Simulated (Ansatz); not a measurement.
W, DFT, PBE, all-electron PAW with datasets made for the crystal, scalar-relativistic (Ansatz 0.2.0), run on 1 thread of Arm Neoverse V2 on a shared host.

The geometry is COD entry 1534935, unchecked; take it as a test cell.

Command: `ansatz run input.yaml --threads 1 --pin off --max-ram 2048MiB --backend cpu --events-out ev --progress --plain --runs-dir out`

```yaml
crystal:
  lattice:
    - [0.0, 2.03, 2.03]
    - [2.03, 0.0, 2.03]
    - [2.03, 2.03, 0.0]
  atoms:
    - { symbol: W, position: [0.0, 0.0, 0.0] }
kpoints:
  mp_grid: { grid: [14, 14, 14] }
  band_path:
    path:
      - [0.0, 0.0, 0.0]
      - [0.5, 0.0, 0.5]
      - [0.625, 0.25, 0.625]
      - [0.375, 0.375, 0.75]
      - [0.0, 0.0, 0.0]
      - [0.5, 0.5, 0.5]
      - [0.5, 0.25, 0.75]
      - [0.5, 0.0, 0.5]
    npoints: 8
scf:
  occupations: { method: fermi_dirac, width: 0.05 }
hamiltonian:
  xc: pbe
  pseudopotentials: { kind: all_electron, datasets: crystal }
output:
  forces: true
  stress: true
  eigenvalues: true
  efg: { contact_densities: true }
```

Problem. How large is the problem that the program sets up?

Solution. 104 irreducible k-points, 181 plane waves at Γ, 7 bands.

Problem. About how long does it take, and how much memory does it use?

Solution. 9.4 s of wall time for 7 SCF iterations, with a peak of 0.37 GiB. Times on shared machines scatter by tens of per cent.

Problem. And the same cell and mesh by LAPW (all electrons), asked for forces, stress, eigenvalues, fatbands, populations, dos and the same band path, on the same hardware?

Solution. 25 s, peak memory 0.37 GiB.

Problem. And the same cell and mesh by frozen-core PAW, asked for forces, stress, eigenvalues, efg, populations, bader, dos, write_density, write_potential, elf and the same band path, on the same hardware?

Solution. 5.7 s, peak memory 0.34 GiB.
